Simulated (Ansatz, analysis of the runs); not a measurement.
# A homologous series of junctions, from (SiH2)2 chain with methyl sulfide ends, between Au (111) faces with adatoms, part 2 of 4

Wanted: G and thermopower along the series, and a fit against length.

Ansatz 0.2.0; DFT PBE, plane waves, PAW; relaxation of a junction, electrodes held but for their tips (the session's first sound run).

So far. Step 2 (Relaxation of the scattering region, 90 atoms, molecule …): The largest force component on a free atom ends at 0.044 eV/Å, under the limit of 0.05. The apex atoms end 9.50 Å apart, and their nearest bridge atoms lie at 2.39 Å (Au–S) and 2.39 Å (Au–S).

## 3. Transmission between the leads, 90 atoms, molecule oligosilane 2, methyl sulfide ends, units 2

This step: DFT PBE, plane waves, PAW; transmission of a junction between electrodes (Ansatz 0.2.0).

The cell is now read as a scatterer between two semi-infinite leads, named by two sites one period apart. The scattering states in its self-consistent potential are matched to the leads' states at each energy. A mesh across the current samples the surface zone of the faces.

input.yaml reads:

```yaml
crystal:
  lattice:
    - [8.8246926292, 0.0, 0.0]
    - [4.4123463146, 7.6424079975, 0.0]
    - [0.0, 0.0, 30.6719129035]
  atoms:
    - { symbol: Au, position: [0.722222222, 0.722222222, 0.0] }
    - { symbol: Au, position: [0.722222222, 0.055555556, 0.0] }
    - { symbol: Au, position: [0.722222222, 0.388888889, 0.0] }
    - { symbol: Au, position: [0.055555556, 0.722222222, 0.0] }
    - { symbol: Au, position: [0.055555556, 0.055555556, 0.0] }
    - { symbol: Au, position: [0.055555556, 0.388888889, 0.0] }
    - { symbol: Au, position: [0.388888889, 0.722222222, 0.0] }
    - { symbol: Au, position: [0.388888889, 0.055555556, 0.0] }
    - { symbol: Au, position: [0.388888889, 0.388888889, 0.0] }
    - { symbol: Au, position: [0.833333333, 0.833333333, 0.078305423] }
    - { symbol: Au, position: [0.833333333, 0.166666667, 0.078305423] }
    - { symbol: Au, position: [0.833333333, 0.5, 0.078305423] }
    - { symbol: Au, position: [0.166666667, 0.833333333, 0.078305423] }
    - { symbol: Au, position: [0.166666667, 0.166666667, 0.078305423] }
    - { symbol: Au, position: [0.166666667, 0.5, 0.078305423] }
    - { symbol: Au, position: [0.5, 0.833333333, 0.078305423] }
    - { symbol: Au, position: [0.5, 0.166666667, 0.078305423] }
    - { symbol: Au, position: [0.5, 0.5, 0.078305423] }
    - { symbol: Au, position: [0.944444444, 0.944444444, 0.156610846] }
    - { symbol: Au, position: [0.944444444, 0.277777778, 0.156610846] }
    - { symbol: Au, position: [0.944444444, 0.611111111, 0.156610846] }
    - { symbol: Au, position: [0.277777778, 0.944444444, 0.156610846] }
    - { symbol: Au, position: [0.277777778, 0.277777778, 0.156610846] }
    - { symbol: Au, position: [0.277777778, 0.611111111, 0.156610846] }
    - { symbol: Au, position: [0.611111111, 0.944444444, 0.156610846] }
    - { symbol: Au, position: [0.611111111, 0.277777778, 0.156610846] }
    - { symbol: Au, position: [0.611111111, 0.611111111, 0.156610846] }
    - { symbol: Au, position: [0.055555556, 0.055555556, 0.23491627] }
    - { symbol: Au, position: [0.055555556, 0.388888889, 0.23491627] }
    - { symbol: Au, position: [0.055555556, 0.722222222, 0.23491627] }
    - { symbol: Au, position: [0.388888889, 0.055555556, 0.23491627] }
    - { symbol: Au, position: [0.388888889, 0.388888889, 0.23491627] }
    - { symbol: Au, position: [0.388888889, 0.722222222, 0.23491627] }
    - { symbol: Au, position: [0.722222222, 0.055555556, 0.23491627] }
    - { symbol: Au, position: [0.722222222, 0.388888889, 0.23491627] }
    - { symbol: Au, position: [0.722222222, 0.722222222, 0.23491627] }
    - { symbol: Au, position: [0.5036889122, 0.4995655856, 0.3059550989] }
    - { symbol: S, position: [0.4097936752, 0.4635447622, 0.3763137871] }
    - { symbol: C, position: [0.4400965021, 0.2420624987, 0.3742071767] }
    - { symbol: Si, position: [0.5965287776, 0.4333750705, 0.4271163326] }
    - { symbol: Si, position: [0.4769976373, 0.4354627003, 0.4958880118] }
    - { symbol: S, position: [0.6374441984, 0.4546098556, 0.5473903846] }
    - { symbol: C, position: [0.8176946431, 0.2275941733, 0.5511246234] }
    - { symbol: H, position: [0.5770897416, 0.1451289761, 0.3676817393] }
    - { symbol: H, position: [0.3586212373, 0.2428633331, 0.3471008445] }
    - { symbol: H, position: [0.3953920971, 0.2141009102, 0.404896612] }
    - { symbol: H, position: [0.61196851, 0.5937291945, 0.4231743022] }
    - { symbol: H, position: [0.7689952912, 0.2729171858, 0.4184285462] }
    - { symbol: H, position: [0.4574889419, 0.2787924546, 0.5035739854] }
    - { symbol: H, position: [0.3042735358, 0.5995737316, 0.499661381] }
    - { symbol: H, position: [0.7675398052, 0.1383704124, 0.5570615488] }
    - { symbol: H, position: [0.8968208725, 0.2240215386, 0.5791086733] }
    - { symbol: H, position: [0.895828556, 0.1930346782, 0.5212051625] }
    - { symbol: Au, position: [0.4893451986, 0.5071724981, 0.615765001] }
    - { symbol: Au, position: [0.277777778, 0.277777778, 0.686778307] }
    - { symbol: Au, position: [0.277777778, 0.611111111, 0.686778307] }
    - { symbol: Au, position: [0.277777778, 0.944444444, 0.686778307] }
    - { symbol: Au, position: [0.611111111, 0.277777778, 0.686778307] }
    - { symbol: Au, position: [0.611111111, 0.611111111, 0.686778307] }
    - { symbol: Au, position: [0.611111111, 0.944444444, 0.686778307] }
    - { symbol: Au, position: [0.944444444, 0.277777778, 0.686778307] }
    - { symbol: Au, position: [0.944444444, 0.611111111, 0.686778307] }
    - { symbol: Au, position: [0.944444444, 0.944444444, 0.686778307] }
    - { symbol: Au, position: [0.388888889, 0.388888889, 0.76508373] }
    - { symbol: Au, position: [0.388888889, 0.722222222, 0.76508373] }
    - { symbol: Au, position: [0.388888889, 0.055555556, 0.76508373] }
    - { symbol: Au, position: [0.722222222, 0.388888889, 0.76508373] }
    - { symbol: Au, position: [0.722222222, 0.722222222, 0.76508373] }
    - { symbol: Au, position: [0.722222222, 0.055555556, 0.76508373] }
    - { symbol: Au, position: [0.055555556, 0.388888889, 0.76508373] }
    - { symbol: Au, position: [0.055555556, 0.722222222, 0.76508373] }
    - { symbol: Au, position: [0.055555556, 0.055555556, 0.76508373] }
    - { symbol: Au, position: [0.5, 0.5, 0.843389154] }
    - { symbol: Au, position: [0.5, 0.833333333, 0.843389154] }
    - { symbol: Au, position: [0.5, 0.166666667, 0.843389154] }
    - { symbol: Au, position: [0.833333333, 0.5, 0.843389154] }
    - { symbol: Au, position: [0.833333333, 0.833333333, 0.843389154] }
    - { symbol: Au, position: [0.833333333, 0.166666667, 0.843389154] }
    - { symbol: Au, position: [0.166666667, 0.5, 0.843389154] }
    - { symbol: Au, position: [0.166666667, 0.833333333, 0.843389154] }
    - { symbol: Au, position: [0.166666667, 0.166666667, 0.843389154] }
    - { symbol: Au, position: [0.611111111, 0.611111111, 0.921694577] }
    - { symbol: Au, position: [0.611111111, 0.944444444, 0.921694577] }
    - { symbol: Au, position: [0.611111111, 0.277777778, 0.921694577] }
    - { symbol: Au, position: [0.944444444, 0.611111111, 0.921694577] }
    - { symbol: Au, position: [0.944444444, 0.944444444, 0.921694577] }
    - { symbol: Au, position: [0.944444444, 0.277777778, 0.921694577] }
    - { symbol: Au, position: [0.277777778, 0.611111111, 0.921694577] }
    - { symbol: Au, position: [0.277777778, 0.944444444, 0.921694577] }
    - { symbol: Au, position: [0.277777778, 0.277777778, 0.921694577] }
kpoints:
  mp_grid: { grid: [4, 4, 1] }
scf:
  occupations: { method: fermi_dirac, width: 0.1 }
hamiltonian:
  xc: pbe
output:
  transmission: { leads: [[81, 0]], e_range: [-0.7, 0.7], de: 0.035, kmesh: [4, 4] }
  dos: { projected: true, e_range: [-5, 4] }
  write_potential: true
  write_density: true
  volumetric_format: npy
```

Started as:

```console
$ ansatz run input.yaml --threads 16 --pin off --max-ram 61440MiB --backend cuda --events-out ev --progress --plain --runs-dir out --max-vram 78GiB
```

Numbers of over 12 decimals in the logs are rounded to 6 here.

The log of the run:

```text
[...]
Crystal: 90 atoms, lattice volume = 2068.572 Å³
Basis set: ecut = 420 eV, 40501 PW (Γ)
Bands: 867, of which v1, the nominal top of the filled ones, is band 722 counted from 1 (721 counted from 0)
Symmetry: 1 space group operations
[...]
k-points: 10 of 16 (time reversal used)
[...]
SCF iter   1: F=—  HF=-976782.948034 eV  |F-HF|=—  |Δ(HF+E_count)|=         —  Δρ=3.66e-3  dr2=9.18e0  ethr=1.77e-3  ⟨swp⟩=6.0  Hψ=33746  notcnv=0  defer=26
[...]
SCF iter   9: F=-976782.603069 eV  HF=-976782.603069 eV  |F-HF|=8.85e-9  |Δ(HF+E_count)|=   2.49e-8  Δρ=1.09e-6  dr2=3.50e-8  ethr=6.93e-12  ⟨swp⟩=11.9  Hψ=38346  notcnv=0
SCF 1 converged in 9 iterations: F = -976782.603069 eV  dr2 = 3.50e-8
[...]
transmission: 48 of 480 steps passed
transmission: 98 of 480 steps passed
transmission: 154 of 480 steps passed
[...]
SCF converged after 9 iterations
[...]
--- Transmission ---
  basis      : 595 plane waves across, 48 finite elements along
  points     : 10, standing for a mesh of 4 x 4
  on the GPU : 10 of these points
  filling    : by the input's occupations and mesh, since the crystals that have channels conduct as metals do. If one of these is a semiconductor, that mesh has misplaced its level
  energies   : 41 from -0.700000 to 0.700000 eV about the Fermi level, 0.035000 eV apart; the leads are filled to 0.000000 eV, and channels, transmission and decay are at 0.000000 eV
  crystal 0  : Au9, at the sites [81, 0], period 2.4018 Å, over 19.21 Å; its Hamiltonian steps by up to 26.1 meV: too much for a lead, lay more layers or, if its atoms are ordered, name the step of that order
    offset         : up to 0.0000 Å between an atom of the period and one for which it stands
    filled         : 0.4 meV under the level at which it is neutral
    channels       : 7.687500e0 a spin
    conductance    : 8.8242e14 S/m² at 300 K; may be off by some 0.0 % by where its bands' edges are placed, 11.5 % from the k-mesh, 0.0 % from the distance to neutral
  junction   : crystal 0 to crystal 0, -0.50 to 27.77 Å
    transmission   : 5.107552e-2 a spin
    conductance    : 5.9199e12 S/m² at 300 K (4.4087e12 on every other point, 5.8642e12 on every other energy)
    error estimate : 0.9 % from the energy spacing and 10.4 % from band edges of the leads and from resonances (wavevectors taken as independent; lower de), 54.6 % from the k-mesh, 370.0 % from the steps of its leads' Hamiltonians or their offsets (lay more layers), 0.1 % from the distance to neutral
    resistance     : 1.6779e-1 Ω µm² beyond half of each lead's own
```

It took 3 min on 1 × NVIDIA GB200 with 16 threads of Arm Neoverse V2, shared host; peak memory 18 GiB.

Numbers from this step:

| Item | Value |
| --- | --- |
| energy at zero smearing | -976782.1239 eV |
| transmission at the energy nearest the Fermi level, one spin | 0.05108 |
| step of the lead's Hamiltonian | 26.1 meV |
| conductance of the junction | 0.05153 G₀ |
| conductance of the bulk lead, a 3×3 cell, mean over the mesh | 7.681 G₀ |
| channels of the bulk lead, one spin, mean over the mesh | 7.688 |

Transmission, one spin against energy, zero at the Fermi level:

energy (eV), transmission, one spin and a bar from the least value:
```
   -0.700      0.028 
   -0.665      0.029 #
   -0.595      0.035 ##
   -0.560      0.040 ####
   -0.490      0.051 #######
   -0.455      0.047 ######
   -0.420      0.040 ####
   -0.350      0.035 ##
   -0.315      0.036 ###
   -0.280      0.037 ###
   -0.210      0.039 ####
   -0.175      0.041 ####
   -0.105      0.044 #####
   -0.070      0.046 ######
   -0.035      0.048 #######
    0.000      0.051 #######
    0.035      0.054 ########
    0.070      0.058 ##########
    0.105      0.063 ###########
    0.175      0.081 #################
    0.210      0.122 ##############################
    0.280      0.057 #########
    0.315      0.045 #####
    0.350      0.042 #####
    0.420      0.045 #####
    0.455      0.047 ######
    0.490      0.049 #######
    0.560      0.056 #########
    0.595      0.060 ##########
    0.665      0.069 #############
    0.700      0.075 ###############
```

The open channels of the lead, one spin by energy, zero at the Fermi level:

energy (eV), open channels of the lead, one spin and a bar from the least value:
```
   -0.700       5.69 
   -0.665       5.81 ##
   -0.630       5.81 ##
   -0.595       5.81 ##
   -0.560       5.81 ##
   -0.525       5.81 ##
   -0.490       5.81 ##
   -0.420       6.56 #############
   -0.385       6.56 #############
   -0.350       6.56 #############
   -0.315       7.31 ########################
   -0.280       7.69 ##############################
   -0.245       7.69 ##############################
   -0.210       7.69 ##############################
   -0.175       7.69 ##############################
   -0.140       7.69 ##############################
   -0.105       7.69 ##############################
   -0.070       7.69 ##############################
   -0.035       7.69 ##############################
    0.000       7.69 ##############################
    0.035       7.69 ##############################
    0.070       7.69 ##############################
    0.105       7.69 ##############################
    0.140       7.69 ##############################
    0.175       7.69 ##############################
    0.210       7.69 ##############################
    0.245       7.31 ########################
    0.280       7.31 ########################
    0.315       7.31 ########################
    0.350       7.31 ########################
    0.385       7.31 ########################
    0.420       7.31 ########################
    0.490       7.31 ########################
    0.525       7.31 ########################
    0.560       7.31 ########################
    0.595       7.31 ########################
    0.630       7.31 ########################
    0.665       7.31 ########################
    0.700       7.31 ########################
```

The planar mean of the electrostatic potential energy, less the Fermi level oscillates, so the rows of the table below give means over windows of 1 Å about each position, cut where the curve ends. Its maxima inside the range that stand out by 2 % of the span (Å: eV): 1.1: 0.841, 3.5: 0.885, 6.0: 0.926, 8.5: 2.87, 10.4: 3.25, 12.4: 1.66, 14.2: 2.62, 16.0: 1.75, 18.0: 3.08, 19.6: 2.97, 22.3: 0.946, 24.6: 0.732, 27.0: 0.767, 29.5: 0.838. Its minima: 2.4: -16.2, 4.7: -15.9, 7.1: -15.8, 9.5: 2.28, 11.4: 0.502, 13.1: 0.557, 15.3: 0.505, 17.0: 0.602, 18.7: 2.26, 21.0: -16.0, 23.4: -16.2, 25.8: -16.2, 28.4: -15.9.

Table of planar mean of the electrostatic potential energy, less the Fermi level by z; means over each step:

z (Å), planar mean of the electrostatic potential energy, less the Fermi level (eV) and a bar from the least value:
```
        0      -13.8 
        1       -2.7 ####################
        2      -10.8 #####
        3       -7.8 ###########
        4       -4.8 ################
        5      -13.0 #
        6       -1.9 ######################
        7      -12.8 ##
        8       -4.0 ##################
        9        2.6 ##############################
       10        2.8 ##############################
       11        1.8 ############################
       12        1.2 ###########################
       13        0.9 ###########################
       14        2.3 #############################
       15        1.2 ###########################
       16        1.4 ###########################
       17        1.1 ###########################
       18        2.8 ##############################
       19        2.5 #############################
       20       -0.4 ########################
       21      -13.4 #
       22       -3.2 ###################
       23       -9.9 #######
       24       -9.0 #########
       25       -4.0 ##################
       26      -13.4 #
       27       -1.9 ######################
       28      -12.3 ###
       29       -5.9 ##############
       30       -6.8 #############
```

By hand: the program gives 5.9199 × 10^12 S/m² over the cell's cross-section of 67.44 Å² = 6.744 × 10^-19 m², so one cell conducts 3.992 × 10^-6 S. Divided by G0 = 2e²/h = 7.748 × 10^-5 S this is 0.0515 G0, a resistance of 250 kΩ.

The conductance is 0.0515 G₀. The value hangs on where a semilocal functional puts the molecule's levels, which is known only roughly. The lead's Hamiltonian steps by 26.1 meV, which the program calls too much for a lead. The largest term of the program's error estimate is 370 %, from the steps of its leads' Hamiltonians or their offsets.

## 4. Landauer integrals, 90 atoms

This step: Landauer integrals over the computed T(E), interpolated linearly between its energies (analysis of the runs above).

Conductance and thermopower are moments of T(E) over the thermal window; sliding the window along E stands for a gate that leaves T(E) rigid.

This step gave:

| Property | Result |
| --- | --- |
| conductance at 300 K, interpolated from T(E) | 0.05168 G₀ |
| thermopower at 300 K | -12.83 μV/K |
| Lorenz number over L0 | 1.033 |

T(E) held rigid; rough near sharp steps of T(E). Table of conductance at 300 K by shift of the leads' level:

```tsv
shift of the leads' level (eV)	conductance at 300 K (G₀)
-0.350	0.0364
-0.300	0.0365
-0.250	0.0380
-0.200	0.0400
-0.150	0.0422
-0.100	0.0448
-0.050	0.0478
0.000	0.0517
0.050	0.0568
0.100	0.0646
0.150	0.0777
0.200	0.0934
0.250	0.0856
0.300	0.0602
0.350	0.0470
```

T(E) held rigid; rough near sharp steps of T(E). Thermopower at 300 K against shift of the leads' level:

```tsv
shift of the leads' level (eV)	thermopower at 300 K (μV/K)
-0.350	5.06
-0.300	-3.36
-0.250	-6.69
-0.200	-7.80
-0.150	-8.37
-0.100	-9.18
-0.050	-10.6
0.000	-12.8
0.050	-16.6
0.100	-22.7
0.150	-27.3
0.200	-8.80
0.250	31.6
0.300	46.9
0.350	21.9
```

The two levels move by half the bias each and T(E) is held rigid. The current from the zero-bias T(E) by bias:

```tsv
bias (V)	current from the zero-bias T(E) (μA)
0.000	0
0.100	0.402
0.200	0.815
0.300	1.26
0.400	1.75
0.500	2.26
0.600	2.68
0.700	3.03
0.800	3.35
```

By hand, Mott's formula: S = −(π²k²T/3e) d ln T/dE, and π²k²T/3e = 7.33 μV/K × eV at 300 K. The computed T is 0.0463 at -0.070 eV and 0.0583 at +0.070 eV, so d ln T/dE ≈ 1.65 per eV and S ≈ -12.1 μV/K, against -12.8 from the integrals.

The thermopower is -12.8 μV/K. The Lorenz ratio is 1.03, where the Wiedemann-Franz law gives 1. These values rest on a semilocal level alignment and on the mesh across the current. Moving the level by up to 0.1 eV either way gives -23 to -9.2 μV/K.

(Part 2 of 4 ends here.)

[Logs are printed without paths, hosts, clocks, repeated set-up lines and the standing remarks that a program may print on its own settings, such as how far it seeks lower states.]

[Hosts, paths, dates, database ids (printed as entryN), source tags and the programs' standing remarks are cut or masked in the printed files.]
